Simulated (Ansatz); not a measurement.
Take NaBr in the rock salt structure (space group Fm-3m, No. 225; a = 6.036 Å) as the base. Axes: x, y, z lie along the cube axes.

The values are results of PBE (Ansatz, a quantum-chemistry and plane-wave program; PAW; 420 eV plane waves; no SOC), not measurements.

For the base:

| Item | Value |
|---|---|
| Valence-band top at Γ | 0.00, 0.00, 0.00 eV |
| Band gap | 4.07 eV |
| Shortest interatomic distance | 3.018 Å |

Modification: a free-standing slab of 5 layers (10 atoms, 2 a layer) is cut normal to the z axis, with 15 Å of vacuum and the in-plane cell held at bulk.

Task: What does the calculation give for the gap character, valence-band top at Γ, excess energy per area of both faces, band gap and shortest interatomic distance after the change?

Result: The gap character is direct at Γ; the valence-band top at Γ (three highest levels, from the VBM) becomes 0.00, 0.00, -0.07 eV (base: 0.00, 0.00, 0.00 eV); the excess energy per area of both faces (slab less bulk energy over the cell's area: twice a surface energy) is 0.24 J/m²; the band gap goes up by 0.087 eV, from 4.07 eV to 4.15 eV; the shortest interatomic distance falls by 0.075 Å (3.018 Å → 2.943 Å).

Slab and bulk use different k-meshes, which limits the precision of the excess energy. Stability against distortions was not tested. Labels are those of the standard path for the cell's own space group.
